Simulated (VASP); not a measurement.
## Input and output of a VASP r²SCAN single-point calculation on SrO (strained zincblende)

INCAR

```
METAGGA = R2SCAN
NBANDS = 15
ISMEAR = 0
NSW = 0
EDIFF = 1E-7
SIGMA = 0.01
LREAL = .FALSE.
PREC = Accurate
ENCUT = 520
LWAVE = .FALSE.
ISIF = 2
LCHARG = .FALSE.
LASPH = .TRUE.
NELM = 120
ALGO = Normal
IBRION = -1
```

KPOINTS

```
KPOINTS created by Atomic Simulation Environment
0
Gamma
8 8 8
0 0 0
```

KPOINTS_OPT

```
special points
6
Reciprocal
0.0000000000 0.0000000000 0.0000000000 1
-0.5000000000 -0.5000000000 0.0000000000 1
-0.3750000000 -0.3750000000 0.2500000000 1
-0.3750000000 0.0000000000 0.3750000000 1
0.0000000000 0.0000000000 0.5000000000 1
-0.5000000000 -0.2500000000 0.2500000000 1
```

POSCAR

```
Sr O
 1.0000000000000000
     0.0000000000000000    2.7922805169000000    2.8020534987999999
     2.7922805169000000    0.0000000000000000    2.8020534987999999
     2.7922805169000000    2.7922805169000000    0.0000000000000000
 Sr  O
   1   1
Cartesian
  0.0000000000000000  0.0000000000000000  0.0000000000000000
  1.3961402584499998  1.3961402584499998  1.4010267493999999
```

VASP ran with the recommended PBE PAW datasets (16 valence electrons in the cell).

Command

```
mpirun -np 1 vasp_std
```

From OUTCAR

```
k-points           NKPTS =     59   k-points in BZ     NKDIM =     59   number of bands    NBANDS=     15

   NELECT =      16.0000    total number of electrons

   dimension x,y,z NGX =    30 NGY =   30 NGZ =   30
   dimension x,y,z NGXF=    60 NGYF=   60 NGZF=   60

  energy-cutoff  :      520.00
  volume of cell :       43.69
      direct lattice vectors                 reciprocal lattice vectors
     0.000000000  2.792280517  2.802053499    -0.179065104  0.179065104  0.178440562
     2.792280517  0.000000000  2.802053499     0.179065104 -0.179065104  0.178440562
     2.792280517  2.792280517  0.000000000     0.179065104  0.179065104 -0.178440562

 k-points in reciprocal lattice and weights: KPOINTS created by Atomic Simulation Env
   0.00000000  0.00000000  0.00000000       0.002
   0.12500000  0.00000000  0.00000000       0.016
   0.25000000  0.00000000  0.00000000       0.016
   0.37500000  0.00000000  0.00000000       0.016
   0.50000000  0.00000000  0.00000000       0.008
   0.12500000  0.12500000  0.00000000       0.004
   0.25000000  0.12500000  0.00000000       0.016
   0.37500000  0.12500000  0.00000000       0.016
   ...

 E-fermi :   0.0211

 k-point     1 :       0.0000    0.0000    0.0000
  band No.  band energies     occupation
      1     -33.3446      2.00000
      2     -15.7699      2.00000
      3     -14.6111      2.00000
      4     -14.6111      2.00000
      5     -14.6099      2.00000
      6      -0.8814      2.00000
      7      -0.8794      2.00000
      8      -0.8794      2.00000
      9       2.8532      0.00000
     10       8.6093      0.00000
     11       8.6472      0.00000
     12       9.9044      0.00000
     13       9.9482      0.00000
     14       9.9482      0.00000
     15      15.3526      0.00000

 k-point     2 :       0.1250    0.0000    0.0000
  band No.  band energies     occupation
      1     -33.3356      2.00000
      2     -16.0299      2.00000
      3     -14.6238      2.00000
      4     -14.6234      2.00000
      5     -14.3851      2.00000
      6      -0.9687      2.00000
      7      -0.8289      2.00000
      8      -0.8271      2.00000
      9       3.3572      0.00000
     10       8.2752      0.00000
     11       8.3067      0.00000
     12       9.5573      0.00000
     13      10.3235      0.00000
     14      10.3507      0.00000
     15      14.1851      0.00000

 k-point     3 :       0.2500    0.0000    0.0000
  band No.  band energies     occupation
      1     -33.3137      2.00000
      2     -16.4634      2.00000
      3     -14.6546      2.00000
      4     -14.6542      2.00000
      5     -14.0420      2.00000
      6      -1.0042      2.00000
      7      -0.7119      2.00000
      8      -0.7088      2.00000
      9       4.4154      0.00000
     10       7.9714      0.00000
     11       7.9934      0.00000
     12       8.8218      0.00000
     13      10.7144      0.00000
     14      10.7285      0.00000
     15      12.7841      0.00000

 k-point     4 :       0.3750    0.0000    0.0000
  band No.  band energies     occupation
      1     -33.2917      2.00000
      2     -16.7888      2.00000
      3     -14.6854      2.00000
      4     -14.6842      2.00000
      5     -13.8165      2.00000
      6      -0.8551      2.00000
      7      -0.6078      2.00000
      8      -0.6031      2.00000
      9       5.2790      0.00000
     10       8.0093      0.00000
     11       8.0282      0.00000
     12       8.0287      0.00000
     13      10.6546      0.00000
     14      10.6576      0.00000
     15      12.5320      0.00000

 k-point     5 :       0.5000    0.0000    0.0000
  band No.  band energies     occupation
      1     -33.2826      2.00000
      2     -16.9067      2.00000
      3     -14.6981      2.00000
      4     -14.6965      2.00000
      5     -13.7427      2.00000
      6      -0.7441      2.00000
      7      -0.5689      2.00000
      8      -0.5633      2.00000
      9       5.5896      0.00000
     10       7.5832      0.00000
     11       8.1318      0.00000
     12       8.1443      0.00000
     13      10.4954      0.00000
     14      10.5065      0.00000
     15      13.1036      0.00000

 k-point     6 :       0.1250    0.1250    0.0000
  band No.  band energies     occupation
      1     -33.3326      2.00000
      2     -16.0970      2.00000
      3     -14.6443      2.00000
      4     -14.6443      2.00000
      5     -14.2952      2.00000
      6      -1.0710      2.00000
      7      -0.7694      2.00000
      8      -0.7694      2.00000
      9       3.5212      0.00000
     10       7.5426      0.00000
     11       8.8336      0.00000
     12      10.1245      0.00000
     13      10.1246      0.00000
     14      10.1551      0.00000
     15      14.6394      0.00000

 k-point     7 :       0.2500    0.1250    0.0000
  band No.  band energies     occupation
      1     -33.3151      2.00000
      2     -16.4308      2.00000
      3     -14.6838      2.00000
      4     -14.6801      2.00000
      5     -14.0059      2.00000
      6      -1.1457      2.00000
      7      -0.6629      2.00000
      8      -0.6402      2.00000
      9       4.3819      0.00000
     10       6.9486      0.00000
     11       8.7417      0.00000
     12       9.5503      0.00000
     13      10.4929      0.00000
     14      10.6896      0.00000
     15      13.4633      0.00000

 k-point     8 :       0.3750    0.1250    0.0000
  band No.  band energies     occupation
      1     -33.2932      2.00000
      2     -16.7517      2.00000
      3     -14.7443      2.00000
      4     -14.7100      2.00000
      5     -13.7522      2.00000
      6      -1.0106      2.00000
      7      -0.5741      2.00000
      8      -0.5252      2.00000
      9       5.1975      0.00000
     10       6.8176      0.00000
     11       8.5840      0.00000
     12       8.9690      0.00000
     13      10.6052      0.00000
     14      10.9441      0.00000
     15      12.6526      0.00000

 k-point     9 :       0.5000    0.1250    0.0000
  band No.  band energies     occupation
      1     -33.2797      2.00000
      2     -16.9180      2.00000
      3     -14.7954      2.00000
      4     -14.7168      2.00000
      5     -13.6286      2.00000
      6      -0.7877      2.00000
      7      -0.5571      2.00000
      8      -0.4880      2.00000
      9       5.4583      0.00000
     10       7.0022      0.00000
     11       8.3209      0.00000
     12       8.7108      0.00000
     13      10.5890      0.00000
     14      10.9561      0.00000
     15      12.9699      0.00000

 k-point    10 :      -0.3750    0.1250    0.0000
  band No.  band energies     occupation
      1     -33.2826      2.00000
      2     -16.8806      2.00000
      3     -14.8047      2.00000
      4     -14.6969      2.00000
      5     -13.6550      2.00000
      6      -0.7670      2.00000
      7      -0.5934      2.00000
      8      -0.5395      2.00000
      9       5.4023      0.00000
     10       7.3371      0.00000
     11       7.8430      0.00000
     12       8.7845      0.00000
     13      10.8121      0.00000
     14      10.8901      0.00000
     15      12.7965      0.00000

 k-point    11 :      -0.2500    0.1250    0.0000
  band No.  band energies     occupation
      1     -33.3003      2.00000
      2     -16.6512      2.00000
      3     -14.7627      2.00000
      4     -14.6614      2.00000
      5     -13.8326      2.00000
      6      -0.9745      2.00000
      7      -0.6544      2.00000
      8      -0.6100      2.00000
      9       4.9507      0.00000
     10       7.5527      0.00000
     11       7.6820      0.00000
     12       9.1460      0.00000
     13      10.7313      0.00000
     14      10.9594      0.00000
     15      12.7252      0.00000

 k-point    12 :      -0.1250    0.1250    0.0000
  band No.  band energies     occupation
      1     -33.3222      2.00000
      2     -16.3059      2.00000
      3     -14.6872      2.00000
      4     -14.6310      2.00000
      5     -14.1292      2.00000
      6      -1.0487      2.00000
      7      -0.7757      2.00000
      8      -0.7057      2.00000
      9       4.0357      0.00000
     10       7.7217      0.00000
     11       8.0939      0.00000
     12       9.6384      0.00000
     13      10.2927      0.00000
     14      10.7845      0.00000
     15      13.5421      0.00000

 k-point    13 :       0.2500    0.2500    0.0000
  band No.  band energies     occupation
      1     -33.3037      2.00000
      2     -16.5998      2.00000
      3     -14.7234      2.00000
      4     -14.7234      2.00000
      5     -13.8298      2.00000
      6      -1.3217      2.00000
      7      -0.4891      2.00000
      8      -0.4891      2.00000
      9       4.9096      0.00000
     10       6.1435      0.00000
     11       9.3366      0.00000
     12      10.0250      0.00000
     13      10.4632      0.00000
     14      10.4632      0.00000
     15      14.8173      0.00000

 ...

  Total        0.0667610      0.0667610      0.0570569      0.0000000      0.0000000      0.0000000
  in kB        2.4479868      2.4479868      2.0921582      0.0000000      0.0000000      0.0000000
  external PRESSURE =       2.3293773 kB  Pullay stress =       0.0000000 kB

 POSITION                                       TOTAL-FORCE (eV/Angst)
 -----------------------------------------------------------------------------------
      0.00000      0.00000      0.00000        -0.000000      0.000000      0.000000
      1.39614      1.39614      1.40103         0.000000     -0.000000     -0.000000
 -----------------------------------------------------------------------------------
    total drift:                                0.000000      0.000000      0.000000

  FREE ENERGIE OF THE ION-ELECTRON SYSTEM (eV)
  ---------------------------------------------------
  free  energy   TOTEN  =       -26.6321493604 eV

  energy  without entropy=      -26.6321493604  energy(sigma->0) =      -26.63214936
```

```
gap between bands v and c : 2.89 eV
least direct gap          : 3.73 eV
pressure                  : 0.2 GPa
```

Band v is the last that the valence electrons fill when counted band by band, and c is the next.
